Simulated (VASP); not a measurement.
Computed with PBE GGA, VASP's PBE PAW potentials (set 64) (plane waves; VASP 6.6.1).

Input for VASP

**INCAR**
```
SYSTEM = CsCl
PREC = Accurate
ENCUT = 400
EDIFF = 1E-6
NELM = 100
ALGO = Normal
LREAL = .FALSE.
LASPH = .TRUE.
ISMEAR = 0
SIGMA = 0.05
GGA = PE
LMAXMIX = 4
LWAVE = .FALSE.
LCHARG = .FALSE.
IBRION = 2
ISIF = 3
NSW = 60
EDIFFG = -0.01
```

KPOINTS:
```
Automatic mesh
0
Gamma
6 6 6
0 0 0
```

**POSCAR**
```
CsCl
1
    4.1200000000     0.0000000000     0.0000000000
    0.0000000000     4.1200000000     0.0000000000
    0.0000000000     0.0000000000     4.1200000000
Cs Cl
1 1
Direct
  0.0000000000   0.0000000000   0.0000000000
  0.5000000000   0.5000000000   0.5000000000
```

POTCAR, in this order: Cs_sv Cl (PBE.64 set). Program: vasp_std.

Output

**OUTCAR**
```
 ion  position               nearest neighbor table
   1  0.000  0.000  0.000-
   2  0.500  0.500  0.500-
  LATTYP: Found a simple cubic cell.
 ALAT       =     4.1200000000
 Subroutine PRICEL returns:
 Original cell was already a primitive cell.
 Subroutine GETGRP returns: Found 48 space group operations
The static configuration has the point symmetry O_h .
The dynamic configuration has the point symmetry O_h .
 Subroutine INISYM returns: Found 48 space group operations
 Subroutine IBZKPT returns following result:
 Found     20 irreducible k-points:

 Following reciprocal coordinates:
            Coordinates               Weight
  0.000000  0.000000  0.000000      1.000000
  0.166667  0.000000  0.000000      6.000000
  0.333333  0.000000  0.000000      6.000000
  0.500000  0.000000  0.000000      3.000000
  0.166667  0.166667  0.000000     12.000000
  0.333333  0.166667  0.000000     24.000000
  0.500000  0.166667  0.000000     12.000000
  0.333333  0.333333  0.000000     12.000000
  0.500000  0.333333  0.000000     12.000000
  0.500000  0.500000  0.000000      3.000000
  0.166667  0.166667  0.166667      8.000000
  0.333333  0.166667  0.166667     24.000000
  0.500000  0.166667  0.166667     12.000000
  0.333333  0.333333  0.166667     24.000000
  0.500000  0.333333  0.166667     24.000000
  0.500000  0.500000  0.166667      6.000000
  0.333333  0.333333  0.333333      8.000000
  0.500000  0.333333  0.333333     12.000000
  0.500000  0.500000  0.333333      6.000000
  0.500000  0.500000  0.500000      1.000000
   k-points           NKPTS =     20   k-points in BZ     NKDIM =     20   number of bands    NBANDS=     12
   number of dos      NEDOS =    301   number of ions     NIONS =      2
   total plane-waves  NPLWV =  21952
   dimension x,y,z NGX =    28 NGY =   28 NGZ =   28
...
```

File OSZICAR:
```
       N       E                     dE             d eps       ncg     rms          rms(c)
DAV:   1     0.876870813139E+02    0.87687E+02   -0.60583E+03   480   0.937E+02
DAV:   2    -0.102098960592E+01   -0.88708E+02   -0.83808E+02   772   0.174E+02
DAV:   3    -0.687899797814E+01   -0.58580E+01   -0.58401E+01   616   0.507E+01
DAV:   4    -0.693923834574E+01   -0.60240E-01   -0.60229E-01   548   0.636E+00
DAV:   5    -0.694011289158E+01   -0.87455E-03   -0.87449E-03   612   0.744E-01    0.231E+00
DAV:   6    -0.656910247713E+01    0.37101E+00   -0.63273E-01   540   0.461E+00    0.177E+00
DAV:   7    -0.652446819747E+01    0.44634E-01   -0.20508E-01   640   0.255E+00    0.105E+00
DAV:   8    -0.652528692405E+01   -0.81873E-03   -0.15850E-02   564   0.931E-01    0.136E-01
DAV:   9    -0.652567881170E+01   -0.39189E-03   -0.31695E-03   608   0.367E-01    0.115E-01
DAV:  10    -0.652582064387E+01   -0.14183E-03   -0.26920E-04   576   0.138E-01    0.190E-02
DAV:  11    -0.652583694285E+01   -0.16299E-04   -0.30152E-05   600   0.411E-02    0.574E-03
DAV:  12    -0.652583660067E+01    0.34217E-06   -0.84814E-06   580   0.185E-02
   1 F= -.65258366E+01 E0= -.65258366E+01  d E =-.652584E+01
       N       E                     dE             d eps       ncg     rms          rms(c)
DAV:   1    -0.664773788173E+01   -0.12190E+00   -0.21052E+00   480   0.976E+00    0.173E+00
DAV:   2    -0.655516482082E+01    0.92573E-01   -0.16198E-01   496   0.244E+00    0.592E-01
DAV:   3    -0.653808473595E+01    0.17080E-01   -0.46004E-02   480   0.131E+00    0.311E-01
DAV:   4    -0.653701909472E+01    0.10656E-02   -0.35313E-03   516   0.387E-01    0.767E-02
DAV:   5    -0.653700470903E+01    0.14386E-04   -0.22546E-04   532   0.101E-01    0.436E-02
DAV:   6    -0.653700033500E+01    0.43740E-05   -0.14388E-05   540   0.295E-02    0.135E-02
DAV:   7    -0.653699905279E+01    0.12822E-05   -0.34803E-06   544   0.110E-02    0.408E-03
DAV:   8    -0.653700015307E+01   -0.11003E-05   -0.19919E-07   288   0.420E-03    0.849E-04
DAV:   9    -0.653700002339E+01    0.12968E-06   -0.95529E-08   284   0.182E-03
   2 F= -.65370000E+01 E0= -.65370000E+01  d E =-.111634E-01
       N       E                     dE             d eps       ncg     rms          rms(c)
DAV:   1    -0.664569042598E+01   -0.10869E+00   -0.19997E+00   480   0.948E+00    0.169E+00
DAV:   2    -0.655709846138E+01    0.88592E-01   -0.15710E-01   496   0.238E+00    0.573E-01
DAV:   3    -0.654108567898E+01    0.16013E-01   -0.42982E-02   488   0.126E+00    0.301E-01
DAV:   4    -0.654003949001E+01    0.10462E-02   -0.34310E-03   516   0.378E-01    0.745E-02
DAV:   5    -0.654002627529E+01    0.13215E-04   -0.21253E-04   520   0.969E-02    0.419E-02
DAV:   6    -0.654002205376E+01    0.42215E-05   -0.13778E-05   540   0.290E-02    0.124E-02
DAV:   7    -0.654002091845E+01    0.11353E-05   -0.33620E-06   544   0.106E-02    0.382E-03
DAV:   8    -0.654002205560E+01   -0.11371E-05   -0.18559E-07   272   0.399E-03    0.816E-04
DAV:   9    -0.654002193618E+01    0.11942E-06   -0.81108E-08   276   0.172E-03
   3 F= -.65400219E+01 E0= -.65400219E+01  d E =-.141853E-01
```

File OUTCAR:
```
------------------------ aborting loop because EDIFF is reached ----------------------------------------
  FORCE on cell =-STRESS in cart. coord.  units (eV):
  Direction    XX          YY          ZZ          XY          YZ          ZX
  --------------------------------------------------------------------------------------
  Total       -0.0171858     -0.0171858     -0.0171858     -0.0000000      0.0000000     -0.0000000
  in kB       -0.3686747     -0.3686747     -0.3686747     -0.0000000      0.0000000     -0.0000000
  external PRESSURE =      -0.3686747 kB  Pullay stress =       0.0000000 kB
  volume of cell :       74.69
      direct lattice vectors                 reciprocal lattice vectors
     4.211264708  0.000000000 -0.000000000     0.237458357 -0.000000000  0.000000000
     0.000000000  4.211264708  0.000000000    -0.000000000  0.237458357 -0.000000000
    -0.000000000  0.000000000  4.211264708     0.000000000 -0.000000000  0.237458357
 POSITION                                       TOTAL-FORCE (eV/Angst)
 -----------------------------------------------------------------------------------
      0.00000      0.00000      0.00000        -0.000000     -0.000000      0.000000
      2.10563      2.10563      2.10563         0.000000      0.000000      0.000000
 -----------------------------------------------------------------------------------
    total drift:                                0.000000      0.000000      0.000000
  FREE ENERGIE OF THE ION-ELECTRON SYSTEM (eV)
  ---------------------------------------------------
  free  energy   TOTEN  =        -6.5400219362 eV

  energy  without entropy=       -6.5400219362  energy(sigma->0) =       -6.54002194

 reached required accuracy - stopping structural energy minimisation
```
(Selected blocks of OUTCAR.)

### CONTCAR
```
CsCl
   1.00000000000000
     4.2112647078201659    0.0000000000000000   -0.0000000000000000
     0.0000000000000000    4.2112647078201659    0.0000000000000000
    -0.0000000000000000    0.0000000000000000    4.2112647078201659
  Cs              Cl
     1     1
Direct
     0.0000000000000000    0.0000000000000000    0.0000000000000000
     0.5000000000000000    0.5000000000000000    0.5000000000000000
```

Energy and stress use the plane-wave basis of the starting cell.

The compound is CsCl in the CsCl type structure. This run relaxes it. Symmetry was kept, so distortions that lower it aren't found.
